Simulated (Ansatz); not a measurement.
Runs of Ansatz 0.2.0 on HgTe (Coloradoite). It takes space group F-43m (No. 216, cubic). The conventional cell has a = 6.429 Å, b = 6.429 Å, c = 6.429 Å, α = 90.00°, β = 90.00°, γ = 90.00°. Around Hg (site symmetry -43m) lie 4 Te at 2.78 Å. Around Te (site symmetry -43m) lie 4 Hg at 2.78 Å. 

| task | level | cell | k mesh | cutoff (eV) | gap on the mesh (eV) | pressure (GPa) |
| --- | --- | --- | --- | --- | --- | --- |
| band structure | LDA | as given | 7 × 7 × 7 | 262 | - | 0.2 |
| phonons | PBEsol | as given | 5 × 5 × 5 | 282 | none | - |
| elastic constants | PBEsol | as given | 5 × 5 × 5 | 282 | none | (a) |
| band structure | revPBE | as given | 7 × 7 × 7 | 262 | - | 5.8 |
| relaxation of cell and atoms | PBEsol+D4 | relaxed | 7 × 7 × 7 | - | - | 0.0 |

Alike in all rows: potentials or basis all-electron LAPW, scalar-relativistic; no spin polarisation; smearing fermi-dirac 0.05 eV; basis error allowed 0.001 eV/atom.

Question: Fill in the values left out.

Answer: (a) 1.9.

Caveats: spin-orbit coupling is left out, which moves the levels of the heavy elements (some runs); the k mesh is thin for a metal, which can move the energy by tens of meV per atom (some runs); a metal's response needs a denser mesh (some runs); elastic constants of metals need much finer meshes, so these are rough (some runs).

A k mesh can miss the band edges, and the runs leave out spin-orbit coupling on Hg, Te.

A gap of «none» marks a metal or a gap under the smearing width.

Runs at the PBE level aren't shown here.
